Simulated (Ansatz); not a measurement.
Al$_{3}$Cu: how the plane-wave cutoff moves the results

These are results of DFT r2SCAN, scalar-relativistic, plane waves, PAW (Ansatz 0.2.0), not measurements.

```
CELL_PARAMETERS angstrom
2.75565 0.00686 0.01214
0.00686 2.82830 0.00470
0.03283 0.01272 7.58822
ATOMIC_POSITIONS crystal
Al 0.97711 0.97777 0.49685
Al 0.48303 0.48989 0.23826
Al 0.47609 0.53850 0.76707
Cu 0.00950 0.01290 0.00658
```

| Item | Value |
| --- | --- |
| Γ-centred k-mesh | 10×10×4 |
| occupation rule | Gaussian smearing, 0.1 eV |
| spin treatment | unpolarised |
| valence charge of the PAW sets | Al 3, Cu 19 |

The atoms are held and the plane-wave cutoff is swept. Energies are extrapolated to zero smearing and count from the reference run, 600 eV. The cell was strained and its atoms displaced at random, so that forces don't vanish. Pressure is positive in compression and holds a correction for the finite cutoff (Pulay stress).

Times are rough; the reference took 110 s on 1 thread of AMD EPYC (Zen 3) (shared host), peak memory 0.68 GiB.

Question: Tried: 200, 250, 300, 350, 500, 600 eV. From which plane-wave cutoff on does the energy per atom stay within 100, 10 and 1 meV of the reference?

Answer: 300 for 100 meV, 350 for 10 meV, 500 for 1 meV. The reference itself isn't shown to be converged. At 350 eV, where the energy is within 10 meV, force components already agree to within 0.003 eV/Å, where the largest force is 0.750 eV/Å.

| cutoff (eV) | ΔE (meV/atom) | P (GPa) | largest change of a force component (eV/Å) | plane waves at Γ | wall time (s) |
| --- | --- | --- | --- | --- | --- |
| 200 | 4091 | -2.50 | 0.092 | 387 | 30 |
| 250 | 704 | 1.97 | 0.111 | 527 | 35 |
| 300 | 85.2 | -0.81 | 0.017 | 689 | 45 |
| 350 | 8.73 | -1.26 | 0.003 | 881 | 51 |
| 500 | 0.31 | -1.26 | 0.000 | 1485 | 99 |
| 600 | 0.00 | -1.26 | 0.000 | 1977 | 110 |